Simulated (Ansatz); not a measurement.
A run of Ansatz 0.2.0:

input.yaml

```yaml
crystal:
  lattice:
    - [0.0, 2.9165, 2.9165]
    - [2.9165, 0.0, 2.9165]
    - [2.9165, 2.9165, 0.0]
  atoms:
    - { symbol: Cd, position: [0.0, 0.0, 0.0] }
    - { symbol: S, position: [0.75, 0.75, 0.75] }
kpoints:
  mp_grid: { grid: [8, 8, 8] }
scf:
  occupations: { method: gaussian, width: 0.028 }
hamiltonian:
  xc: pbe
  pseudopotentials: { kind: all_electron, lapw: { basis_error: 0.001 } }
output:
  forces: true
  stress: true
  eigenvalues: true
```

Potentials or basis: all-electron LAPW, scalar-relativistic.

The run is started by

```bash
$ ansatz run input.yaml --threads 1 --pin off --max-ram 3072MiB --backend cpu --events-out ev --progress --plain --runs-dir out
```

Hardware: 1 thread of Intel(R) Xeon(R) Processor @ 2.50GHz (Skylake/Cascade Lake), with other jobs on the host.

Q: How long does it take, and how much memory?

A: Run time: 21 s on 1 thread of Intel(R) Xeon(R) Processor @ 2.50GHz (Skylake/Cascade Lake) (shared host), peak memory 0.3 GiB. Counts: scf iterations 7, plane waves 411, k points 29, bands 21.
